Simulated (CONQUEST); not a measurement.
Crystal: ZnS.

```xyz
4
Lattice="3.8212 0.0000 0.0000 0.0000 3.8212 0.0000 0.0000 0.0000 5.4040" Properties=species:S:1:pos:R:3 pbc="T T T"
Zn    0.0000    1.9106    1.3510
Zn    1.9106    0.0000    4.0530
S     0.0000    0.0000    0.0000
S     1.9106    1.9106    2.7020
```

Base run:

| Property | Result |
| --- | --- |
| Program | CONQUEST 1.3 |
| Functional | PBE |
| Potentials or basis | PseudoDojo NC PBE, SZ, grid cutoff 120 Ha |
| k mesh | 7 × 7 × 5 |
| Occupations | fermi-dirac, width 0.05 eV |
| Spin | no spin polarisation |

Its results: band gap on the k mesh 1.53 eV; pressure 13.7 GPa.

Task: The run is repeated on the same cell with these changes: potentials or basis from PseudoDojo NC PBE, SZ, grid cutoff 120 Ha to PseudoDojo NC PBE, SZP, grid cutoff 120 Ha. What comes out?

Result: Band gap on the k mesh 2.48 eV; pressure 5.1 GPa.

Caveats: the atomic basis is small; an odd mesh through Γ misses points on the zone boundary, where band edges often lie; the basis of atomic orbitals isn't converged, which shifts pressures, moduli and gaps; the real-space grid breaks the cell's symmetry a little.
